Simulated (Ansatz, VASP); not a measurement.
# GaSb3 in VASP and in Ansatz

File INCAR:

```
ALGO = Normal ; EDIFF = 1E-7
ENCUT = 520 ; GGA = PS
ISIF = 2 ; ISMEAR = -1
LASPH = True ; LCHARG = False
LREAL = False ; LWAVE = False
NBANDS = 22 ; NELM = 60
PREC = Accurate ; SIGMA = 0.05
```

Contents of KPOINTS:

```
k-points
0
Gamma
  6 6 6
```

Contents of POSCAR:

```
GaSb3
1.0
    0.0000000000      3.6544390392      3.6544390392
    3.6544390392      0.0000000000      3.6544390392
    3.6544390392      3.6544390392      0.0000000000
Sb Ga
3 1
Direct
    0.5000000000      0.5000000000      0.5000000000
    0.7500000000      0.7500000000      0.7500000000
    0.2500000000      0.2500000000      0.2500000000
    0.0000000000      0.0000000000      0.0000000000
```

The input input.yaml:

```yaml
crystal:
  lattice:
    - [0.0, 3.6544390392, 3.6544390392]
    - [3.6544390392, 0.0, 3.6544390392]
    - [3.6544390392, 3.6544390392, 0.0]
  atoms:
    - { symbol: Sb, position: [0.5, 0.5, 0.5] }
    - { symbol: Sb, position: [0.75, 0.75, 0.75] }
    - { symbol: Sb, position: [0.25, 0.25, 0.25] }
    - { symbol: Ga, position: [0.0, 0.0, 0.0] }
hamiltonian:
  xc: pbesol
  pseudopotentials: { kind: paw }
kpoints:
  mp_grid: { grid: [6, 6, 6] }
scf:
  occupations: { method: fermi_dirac, width: 0.05 }
output:
  forces: true
  stress: true
  eigenvalues: true
```

Change from the starting cell: volume scaled by 0.94.

Alike in both runs: task single point; functional PBEsol; k mesh 6 × 6 × 6; occupations fermi-dirac, width 0.05 eV; no spin polarisation.

```csv
,VASP,Ansatz
version,VASP 6.6.1,Ansatz 0.2.0
potentials or method,"VASP PAW PBE potentials, release 64 (Sb, Ga_d)",Ansatz PAW
plane-wave cutoff (eV),520,420
valence electrons in the cell,28,58
```

```tsv
	VASP	Ansatz	Ansatz less VASP
gap on the k mesh at the Fermi level (eV)	none	none	-
pressure (GPa)	-0.4	-0.4	-0.03
```

A gap of «none» marks a metal or a gap that the smearing closes. The functional is the same, so the differences come from potentials, cutoffs and numerics. The two sets of potentials don't hold the same shells in valence.

Caveats: the PAW data sets were made with another functional, which shifts forces and pressure a little (VASP); the PAW data sets come from PBE, with cores solved anew for the run's functional, which leaves a small shift of forces and pressure (Ansatz). The runs have no spin-orbit coupling, so splittings on Sb are missing.
